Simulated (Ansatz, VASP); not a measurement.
# Two plane-wave programs on Cu

```
Cu
1.0
    -1.46256    1.46256    1.33914
     1.46256   -1.46256    1.33914
     1.46256    1.46256   -1.33914
Cu
1
Direct
  0.00000 0.00000 0.00000
```

Alike in both runs: task single point; functional PBE; k mesh 26 × 26 × 26; occupations gaussian, width 0.15 eV; no spin polarisation.

```csv
,VASP,Ansatz
version,VASP 6.6.1,Ansatz 0.2.0
potentials or method,"VASP PAW PBE potentials, release 64 (Cu)","scalar-relativistic, plane waves, PAW"
plane-wave cutoff (eV),520,420
valence electrons in the cell,11,19
```

|  | VASP | Ansatz | Ansatz less VASP |
| --- | --- | --- | --- |
| gap on the k mesh at the Fermi level (eV) | none | none | - |
| pressure (GPa) | 8.0 | 7.4 | -0.55 |
| largest component of the traceless stress (GPa) | 0.53 | 0.52 | -0.009 |

A gap of «none» marks a metal or a gap that the smearing closes. The two sets of potentials don't hold the same shells in valence.
